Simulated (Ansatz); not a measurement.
A 3-atom cell of Li2O started from a crystallographic database was relaxed with 5 functionals in the PAW code Ansatz, cell and atoms free, the symmetry of the start kept (meshes: PBE 8×8×8, r2SCAN 8×8×8, PBEsol 8×8×8, LDA 8×8×8, HSE06 6×6×6). Spin-unpolarised throughout; all numbers are computed.

The PBEsol result:
```cif
data_structure
_symmetry_space_group_name_H-M 'Fm-3m'
_symmetry_Int_Tables_number 225
_cell_length_a 4.5799
_cell_length_b 4.5799
_cell_length_c 4.5799
_cell_angle_alpha 90.000
_cell_angle_beta 90.000
_cell_angle_gamma 90.000
_cell_volume 96.07
loop_
_atom_site_label
_atom_site_type_symbol
_atom_site_symmetry_multiplicity
_atom_site_Wyckoff_symbol
_atom_site_fract_x
_atom_site_fract_y
_atom_site_fract_z
_atom_site_occupancy
Li1 Li 8 c 0.25000 0.75000 0.75000 1
O1 O 4 a 0.00000 0.00000 0.00000 1
```

The symmetry is Fm-3m (No. 225, cubic); a = 4.580 Å in the conventional setting, 8.01 Å³ an atom. Around Li lie 4 O at 1.98 Å; around O lie 8 Li at 1.98 Å.

Task: What lattice does PBE give?

Result: a = 4.626 Å; the volume differs by +3.1 % from PBEsol's. Li is surrounded by 4 O at 2.00 Å; O is surrounded by 8 Li at 2.00 Å.

Task: What lattice does LDA give?

Result: a = 4.494 Å; the volume differs by -5.5 % from PBEsol's. Li has 4 O at 1.95 Å; O has 8 Li at 1.95 Å.

Task: Held at the r2SCAN cell, what mean stress do LDA and PBE find, and does its sign point to their own minimum?

Result: Yes. LDA -4.43 GPa, and its relaxed volume is -5.1 % from r2SCAN's; PBE +2.95 GPa, and its relaxed volume is +3.5 % from r2SCAN's. Compression counts positive, so a positive stress asks for a larger cell.
